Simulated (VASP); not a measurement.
# MgS (F-43m) in VASP: a series of runs

Runs on MgS. Level: LDA. Tasks: single point.

Program: VASP 6.6.1. These are calculated values, not measurements. Logs are shortened: lines on timing, memory, paths and dates and some standing lists are left out, and cuts for length are marked.

### Step 1. Starting point

It takes space group F-43m (No. 216, cubic). The conventional cell has a = 5.666 Å, b = 5.666 Å, c = 5.666 Å, α = 90.00°, β = 90.00°, γ = 90.00°. S (site symmetry -43m) has 4 Mg at 2.45 Å as nearest neighbours. Mg (site symmetry -43m) is surrounded by 4 S at 2.45 Å.

The cell comes from a database or a generator and needn't be the stable form of this composition.

### Step 2. Single point, LDA

INCAR

```
  ADDGRID = False
  ALGO = Normal
  EDIFF = 1E-6
  ENCUT = 400
  GGA = CA
  ISIF = 2
  ISMEAR = 0
  LASPH = True
  LCHARG = False
  LREAL = False
  LWAVE = False
  NELM = 100
  PREC = Accurate
  SIGMA = 0.05
```

KPOINTS

```
k-points
0
Gamma
  3 3 3
```

POSCAR

```
MgS
1.0
    0.0000000000      2.8331200468      2.8331200468
    2.8331200468      0.0000000000      2.8331200468
    2.8331200468      2.8331200468      0.0000000000
S Mg
1 1
Direct
    0.2500000000      0.2500000000      0.2500000000
    0.0000000000      0.0000000000      0.0000000000
```

Potentials or basis: VASP PAW LDA potentials, release 64 (S, Mg).

On the command line:

```console
$ cat potpaw_LDA.64/S/POTCAR potpaw_LDA.64/Mg/POTCAR > POTCAR
$ mpirun -np 1 vasp_std > vasp.out
```

OUTCAR:

```text
EDIFF = 1E-6
   ENCUT = 400
   GGA = CA
   ISIF = 2
   ISMEAR = 0
   LASPH = True
   LREAL = False
   NELM = 100
   PREC = Accurate

 Found      4 irreducible k-points:

 Following reciprocal coordinates:
            Coordinates               Weight
  0.000000  0.000000  0.000000      1.000000
  0.333333  0.000000  0.000000      8.000000
  0.333333  0.333333  0.000000      6.000000
 -0.333333  0.333333  0.000000     12.000000
   k-points           NKPTS =      4   k-points in BZ     NKDIM =      4   number of bands    NBANDS=      8
   number of dos      NEDOS =    301   number of ions     NIONS =      2
   total plane-waves  NPLWV =  21952
   dimension x,y,z NGX =    28 NGY =   28 NGZ =   28
   dimension x,y,z NGXF=    56 NGYF=   56 NGZF=   56
   ions per type =               1   1
   NGX,Y,Z   is equivalent  to a cutoff of  11.62, 11.62, 11.62 a.u.
   NGXF,Y,Z  is equivalent  to a cutoff of  23.24, 23.24, 23.24 a.u.
 SYSTEM =  unknown system
   PREC   = accura    normal or accurate (medium, high low for compatibility)
   ISTART =      0    job   : 0-new  1-cont  2-samecut
   ICHARG =      2    charge: 1-file 2-atom 10-const
   ISPIN  =      1    spin polarized calculation?
   LNONCOLLINEAR =      F non collinear calculations
   LSORBIT =      F    spin-orbit coupling
   LASPH  =      T    aspherical Exc in radial PAW
   ENCUT  =  400.0 eV  29.40 Ry    5.42 a.u.   6.53  6.53  6.53*2*pi/ulx,y,z
   NELM   =    100;   NELMIN=  2; NELMDL= -5     # of ELM steps
   EDIFF  = 0.1E-05   stopping-criterion for ELM
   LREAL  =      F    real-space projection
   EDIFFG = 0.1E-04   stopping-criterion for IOM
   NSW    =      0    number of steps for IOM
   IBRION =     -1    ionic relax: 0-MD 1-quasi-New 2-CG
   NFREE  =      0    steps in history (QN), initial steepest desc. (CG)
   ISIF   =      2    stress and relaxation
   ISYM   =      2    0-nonsym 1-usesym 2-fastsym
   POTIM  = 0.5000    time-step for ionic-motion
   TEBEG  =    0.0;   TEEND  =   0.0 temperature during run
   PSTRESS=    0.0 pullay stress
   NELECT =       8.0000    total number of electrons
   NUPDOWN=      -1.0000    fix difference up-down
   EMIN   =  10.00;   EMAX   =-10.00  energy-range for DOS
   EFERMI =   0.00;   METHOD = LEGACY
   ISMEAR =     0;   SIGMA  =   0.05  broadening in eV -4-tet -1-fermi 0-gaus
   EFERMI_NEDOS =   21; number of points for ismear=-14 and -15
   IALGO  =     38    algorithm
   IMIX   =      4    mixing-type and parameters
     AMIX     =   0.40;   BMIX     =  1.00
     AMIX_MAG =   1.60;   BMIX_MAG =  1.00
  volume/ion in A,a.u.               =      22.74       153.46
  Fermi-wavevector in a.u.,A,eV,Ry     =   0.917269  1.733386 11.447692  0.841382
  Thomas-Fermi vector in A             =   2.042218
   LORBIT       =      0    0 simple, 1 ext, 2 COOP (PROOUT), +10 PAW based schemes
   GGA     = CA    functional components
   LHFCALC =     F    Hartree Fock is set to
   AEXX    =    0.0000 exact exchange contribution
   IVDW    =     0    specifies the selected vdW correction
   LEPSILON=     F    determine dielectric tensor
   LRPA    =     F    only Hartree local field effects (RPA)
 non-spin polarized calculation
 Gauss-broadening in eV      SIGMA  =   0.05
  energy-cutoff  :      400.00
  volume of cell :       45.48
 maximum number of plane-waves:       869
 NGX is ok and might be reduce to    28
   NGX = 13   NGY = 13   NGZ = 13

 number of electron       8.0000001 magnetization

 Free energy of the ion-electron system (eV)
  ---------------------------------------------------
  ext. energy  EPLUGINS =         0.00000000
  ---------------------------------------------------
  free energy    TOTEN  =        -9.27663541 eV

  energy without entropy =       -9.27663541  energy(sigma->0) =       -9.27663541

 E-fermi :   1.2292     XC(G=0):  -8.7382

 val. band max:        0.9400988491   @ k =   0.0000   0.0000   0.0000
 cond. band min:       4.0860636590   @ k =   0.0000   0.0000   0.0000
 fundamental gap:      3.1459648099
 Fermi energy:         1.2291994697

 k-point     1 :       0.0000    0.0000    0.0000
  band No.  band energies     occupation
      1     -10.2886      2.00000
      2       0.9401      2.00000
      3       0.9401      2.00000
      4       0.9401      2.00000
      5       4.0861      0.00000
      6       8.6565      0.00000
      7       8.6565      0.00000
      8       8.6565      0.00000

 k-point     2 :       0.3333    0.0000    0.0000
  band No.  band energies     occupation
      1      -9.7834      2.00000
      2      -1.6681      2.00000
      3       0.6801      2.00000
      4       0.6801      2.00000
      5       5.7888      0.00000
      6       8.6387      0.00000
      7       8.6387      0.00000
      8       8.8553      0.00000

 k-point     3 :       0.3333    0.3333    0.0000
  band No.  band energies     occupation
      1      -9.6187      2.00000
      2      -1.4523      2.00000
      3       0.1030      2.00000
      4       0.1030      2.00000
      5       5.3170      0.00000
      6       6.7461      0.00000
      7       9.9634      0.00000
      8      11.1639      0.00000

 k-point     4 :      -0.3333    0.3333    0.0000
  band No.  band energies     occupation
      1      -9.4092      2.00000
      2      -1.5481      2.00000
      3      -1.1149      2.00000
      4       0.2540      2.00000
      5       5.9868      0.00000
      6       8.1066      0.00000
      7       9.6369      0.00000
      8      10.2311      0.00000

------------------------ aborting loop because EDIFF is reached ----------------------------------------

  FORCE on cell =-STRESS in cart. coord.  units (eV):
  Direction    XX          YY          ZZ          XY          YZ          ZX
  --------------------------------------------------------------------------------------
  -------------------------------------------------------------------------------------
  Total       -0.5699754     -0.5699754     -0.5699754     -0.0000000      0.0000000     -0.0000000
  in kB      -20.0789846    -20.0789846    -20.0789846     -0.0000000      0.0000000     -0.0000000
  external PRESSURE =     -20.0789846 kB  Pullay stress =       0.0000000 kB

 VOLUME and BASIS-vectors are now :
 -----------------------------------------------------------------------------
  energy-cutoff  :      400.00
  volume of cell :       45.48
      direct lattice vectors                 reciprocal lattice vectors
     0.000000000  2.833120047  2.833120047    -0.176483874  0.176483874  0.176483874
     2.833120047  0.000000000  2.833120047     0.176483874 -0.176483874  0.176483874
     2.833120047  2.833120047  0.000000000     0.176483874  0.176483874 -0.176483874

 POSITION                                       TOTAL-FORCE (eV/Angst)
 -----------------------------------------------------------------------------------
      1.41656      1.41656      1.41656        -0.000000      0.000000      0.000000
      0.00000      0.00000      0.00000         0.000000     -0.000000     -0.000000
 -----------------------------------------------------------------------------------
    total drift:                                0.000000      0.000000      0.000000

  FREE ENERGIE OF THE ION-ELECTRON SYSTEM (eV)
  ---------------------------------------------------
  free  energy   TOTEN  =        -9.2766354065 eV

  energy  without entropy=       -9.2766354065  energy(sigma->0) =       -9.27663541
```

It used 2.2 s of CPU time on 1 thread of Intel(R) Xeon(R) Platinum 8559C (Emerald Rapids), with other jobs on the host, which was overloaded at the time.

The run converged, but some of its settings lie outside the range that counts as converged, so its numbers aren't taken as properties of the crystal.

Results:

```
Free energy            : -9.2766 eV
Pressure               : -2.0 GPa
Band gap on the k mesh : 3.15 eV, direct
```

Caveat: the k mesh is coarse (spacing up to 0.64 Å⁻¹), so the values aren't converged.

### Step 3. Single point, LDA

INCAR is that of step 2.

KPOINTS is that of step 2.

POSCAR

```
MgS
1.0
    0.0000000000      2.8331200468      2.8331200468
    2.8331200468      0.0000000000      2.8331200468
    2.8331200468      2.8331200468      0.0000000000
S Mg
1 1
Direct
    0.2346630000      0.2748010000      0.2357280000
   -0.0216520000      0.0237760000     -0.0317750000
```

Potentials or basis: VASP PAW LDA potentials, release 64 (S, Mg).

On the command line:

```console
$ cat potpaw_LDA.64/S/POTCAR potpaw_LDA.64/Mg/POTCAR > POTCAR
$ mpirun -np 1 vasp_std > vasp.out
```

It used 3 s of CPU time on 1 thread of Intel(R) Xeon(R) Platinum 8559C (Emerald Rapids), on a shared host, which was overloaded at the time.

These settings aren't checked as converged: the numbers below hold their error.

Results:

- Free energy: -9.2574 eV
- Pressure: -1.8 GPa
- Largest force: 0.428 eV/Å
- Band gap on the k mesh: 3.02 eV, direct

Caveat: the k mesh is coarse (spacing up to 0.64 Å⁻¹), so the values aren't converged.

### Step 4. Single point, LDA

Edit INCAR of step 3 so:

```diff
@@ -3,3 +3,3 @@
   EDIFF = 1E-6
-  ENCUT = 400
+  ENCUT = 450
   GGA = CA
```

KPOINTS is that of step 3.

POSCAR

```
MgS
1.0
    0.0000000000      2.8331200468      2.8331200468
    2.8331200468      0.0000000000      2.8331200468
    2.8331200468      2.8331200468      0.0000000000
S Mg
1 1
Direct
    0.2500000000      0.2500000000      0.2500000000
    0.0000000000      0.0000000000      0.0000000000
```

Potentials or basis: VASP PAW LDA potentials, release 64 (S, Mg).

On the command line:

```console
$ cat potpaw_LDA.64/S/POTCAR potpaw_LDA.64/Mg/POTCAR > POTCAR
$ mpirun -np 1 vasp_std > vasp.out
```

OUTCAR:

```text
EDIFF = 1E-6
   ENCUT = 450
   GGA = CA
   ISIF = 2
   ISMEAR = 0
   LASPH = True
   LREAL = False
   NELM = 100
   PREC = Accurate

 Found      4 irreducible k-points:

 Following reciprocal coordinates:
            Coordinates               Weight
  0.000000  0.000000  0.000000      1.000000
  0.333333  0.000000  0.000000      8.000000
  0.333333  0.333333  0.000000      6.000000
 -0.333333  0.333333  0.000000     12.000000
   k-points           NKPTS =      4   k-points in BZ     NKDIM =      4   number of bands    NBANDS=      8
   number of dos      NEDOS =    301   number of ions     NIONS =      2
   total plane-waves  NPLWV =  21952
   dimension x,y,z NGX =    28 NGY =   28 NGZ =   28
   dimension x,y,z NGXF=    56 NGYF=   56 NGZF=   56
   ions per type =               1   1
   NGX,Y,Z   is equivalent  to a cutoff of  11.62, 11.62, 11.62 a.u.
   NGXF,Y,Z  is equivalent  to a cutoff of  23.24, 23.24, 23.24 a.u.
 SYSTEM =  unknown system
   PREC   = accura    normal or accurate (medium, high low for compatibility)
   ISTART =      0    job   : 0-new  1-cont  2-samecut
   ICHARG =      2    charge: 1-file 2-atom 10-const
   ISPIN  =      1    spin polarized calculation?
   LNONCOLLINEAR =      F non collinear calculations
   LSORBIT =      F    spin-orbit coupling
   LASPH  =      T    aspherical Exc in radial PAW
   ENCUT  =  450.0 eV  33.07 Ry    5.75 a.u.   6.93  6.93  6.93*2*pi/ulx,y,z
   NELM   =    100;   NELMIN=  2; NELMDL= -5     # of ELM steps
   EDIFF  = 0.1E-05   stopping-criterion for ELM
   LREAL  =      F    real-space projection
   EDIFFG = 0.1E-04   stopping-criterion for IOM
   NSW    =      0    number of steps for IOM
   IBRION =     -1    ionic relax: 0-MD 1-quasi-New 2-CG
   NFREE  =      0    steps in history (QN), initial steepest desc. (CG)
   ISIF   =      2    stress and relaxation
   ISYM   =      2    0-nonsym 1-usesym 2-fastsym
   POTIM  = 0.5000    time-step for ionic-motion
   TEBEG  =    0.0;   TEEND  =   0.0 temperature during run
   PSTRESS=    0.0 pullay stress
   NELECT =       8.0000    total number of electrons
   NUPDOWN=      -1.0000    fix difference up-down
   EMIN   =  10.00;   EMAX   =-10.00  energy-range for DOS
   EFERMI =   0.00;   METHOD = LEGACY
   ISMEAR =     0;   SIGMA  =   0.05  broadening in eV -4-tet -1-fermi 0-gaus
   EFERMI_NEDOS =   21; number of points for ismear=-14 and -15
   IALGO  =     38    algorithm
   IMIX   =      4    mixing-type and parameters
     AMIX     =   0.40;   BMIX     =  1.00
     AMIX_MAG =   1.60;   BMIX_MAG =  1.00
  volume/ion in A,a.u.               =      22.74       153.46
  Fermi-wavevector in a.u.,A,eV,Ry     =   0.917269  1.733386 11.447692  0.841382
  Thomas-Fermi vector in A             =   2.042218
   LORBIT       =      0    0 simple, 1 ext, 2 COOP (PROOUT), +10 PAW based schemes
   GGA     = CA    functional components
   LHFCALC =     F    Hartree Fock is set to
   AEXX    =    0.0000 exact exchange contribution
   IVDW    =     0    specifies the selected vdW correction
   LEPSILON=     F    determine dielectric tensor
   LRPA    =     F    only Hartree local field effects (RPA)
 non-spin polarized calculation
 Gauss-broadening in eV      SIGMA  =   0.05
  energy-cutoff  :      450.00
  volume of cell :       45.48
 maximum number of plane-waves:      1002
   NGX = 13   NGY = 13   NGZ = 13

 number of electron       8.0000001 magnetization

 Free energy of the ion-electron system (eV)
  ---------------------------------------------------
  ext. energy  EPLUGINS =         0.00000000
  ---------------------------------------------------
  free energy    TOTEN  =        -9.27660612 eV

  energy without entropy =       -9.27660612  energy(sigma->0) =       -9.27660612

 E-fermi :   1.2291     XC(G=0):  -8.7381

 val. band max:        0.9400097488   @ k =   0.0000   0.0000   0.0000
 cond. band min:       4.0860273200   @ k =   0.0000   0.0000   0.0000
 fundamental gap:      3.1460175712
 Fermi energy:         1.2290779277

 k-point     1 :       0.0000    0.0000    0.0000
  band No.  band energies     occupation
      1     -10.2886      2.00000
      2       0.9400      2.00000
      3       0.9400      2.00000
      4       0.9400      2.00000
      5       4.0860      0.00000
      6       8.6564      0.00000
      7       8.6564      0.00000
      8       8.6564      0.00000

 k-point     2 :       0.3333    0.0000    0.0000
  band No.  band energies     occupation
      1      -9.7835      2.00000
      2      -1.6682      2.00000
      3       0.6800      2.00000
      4       0.6800      2.00000
      5       5.7887      0.00000
      6       8.6386      0.00000
      7       8.6386      0.00000
      8       8.8551      0.00000

 k-point     3 :       0.3333    0.3333    0.0000
  band No.  band energies     occupation
      1      -9.6188      2.00000
      2      -1.4524      2.00000
      3       0.1029      2.00000
      4       0.1029      2.00000
      5       5.3170      0.00000
      6       6.7460      0.00000
      7       9.9632      0.00000
      8      11.1638      0.00000

 k-point     4 :      -0.3333    0.3333    0.0000
  band No.  band energies     occupation
      1      -9.4094      2.00000
      2      -1.5482      2.00000
      3      -1.1150      2.00000
      4       0.2538      2.00000
      5       5.9867      0.00000
      6       8.1065      0.00000
      7       9.6367      0.00000
      8      10.2310      0.00000

------------------------ aborting loop because EDIFF is reached ----------------------------------------

  FORCE on cell =-STRESS in cart. coord.  units (eV):
  Direction    XX          YY          ZZ          XY          YZ          ZX
  --------------------------------------------------------------------------------------
  -------------------------------------------------------------------------------------
  Total       -0.5751499     -0.5751499     -0.5751499      0.0000000      0.0000000     -0.0000000
  in kB      -20.2612717    -20.2612717    -20.2612717      0.0000000      0.0000000     -0.0000000
  external PRESSURE =     -20.2612717 kB  Pullay stress =       0.0000000 kB

 VOLUME and BASIS-vectors are now :
 -----------------------------------------------------------------------------
  energy-cutoff  :      450.00
  volume of cell :       45.48
      direct lattice vectors                 reciprocal lattice vectors
     0.000000000  2.833120047  2.833120047    -0.176483874  0.176483874  0.176483874
     2.833120047  0.000000000  2.833120047     0.176483874 -0.176483874  0.176483874
     2.833120047  2.833120047  0.000000000     0.176483874  0.176483874 -0.176483874

 POSITION                                       TOTAL-FORCE (eV/Angst)
 -----------------------------------------------------------------------------------
      1.41656      1.41656      1.41656         0.000000      0.000000      0.000000
      0.00000      0.00000      0.00000        -0.000000     -0.000000     -0.000000
 -----------------------------------------------------------------------------------
    total drift:                                0.000000      0.000000      0.000000

  FREE ENERGIE OF THE ION-ELECTRON SYSTEM (eV)
  ---------------------------------------------------
  free  energy   TOTEN  =        -9.2766061219 eV

  energy  without entropy=       -9.2766061219  energy(sigma->0) =       -9.27660612
```

OSZICAR:

```text
N       E                     dE             d eps       ncg     rms          rms(c)
DAV:   1     0.201550344846E+02    0.20155E+02   -0.34494E+03    64   0.721E+02
DAV:   2    -0.900659300492E+01   -0.29162E+02   -0.29162E+02   104   0.101E+02
DAV:   3    -0.987480383834E+01   -0.86821E+00   -0.86821E+00    64   0.245E+01
DAV:   4    -0.988154018787E+01   -0.67363E-02   -0.67363E-02   112   0.266E+00
DAV:   5    -0.988154186031E+01   -0.16724E-05   -0.16724E-05    80   0.400E-02    0.402E+00
DAV:   6    -0.934094638850E+01    0.54060E+00   -0.15365E+00    64   0.580E+00    0.312E+00
DAV:   7    -0.928153376667E+01    0.59413E-01   -0.26755E-01    72   0.251E+00    0.221E+00
DAV:   8    -0.927696667855E+01    0.45671E-02   -0.10603E-02    64   0.863E-01    0.898E-01
DAV:   9    -0.927656214387E+01    0.40453E-03   -0.99625E-04    64   0.211E-01    0.350E-01
DAV:  10    -0.927660251808E+01   -0.40374E-04   -0.53823E-05    96   0.471E-02    0.945E-02
DAV:  11    -0.927660616225E+01   -0.36442E-05   -0.18741E-05    64   0.246E-02    0.421E-02
DAV:  12    -0.927660612192E+01    0.40323E-07   -0.72740E-07    40   0.526E-03
   1 F= -.92766061E+01 E0= -.92766061E+01  d E =-.955436E-17
```

stdout:

```text
POSCAR found type information on POSCAR S Mg
 POSCAR found :  2 types and       2 ions
 scaLAPACK will be used
 LDA part: xc-table for (Slater(with rela. corr.)+CA(PZ))
 , standard interpolation
 POSCAR, INCAR and KPOINTS ok, starting setup
 FFT: planning ... GRIDC
 FFT: planning ... GRID_SOFT
 FFT: planning ... GRID
 WAVECAR not read
 entering main loop
```

Wall time 7.7 s (1 thread of Intel Xeon Platinum 8559C (Emerald Rapids), shared host); peak memory 0.13 GiB.

These settings aren't checked as converged: the numbers below hold their error.

What came out:

- Free energy: -9.2766 eV
- Pressure: -2.0 GPa
- Band gap on the k mesh: 3.15 eV, direct

Caveat: the k mesh is coarse (spacing up to 0.64 Å⁻¹), so the values aren't converged.

(Continued in part 2 of 2.)
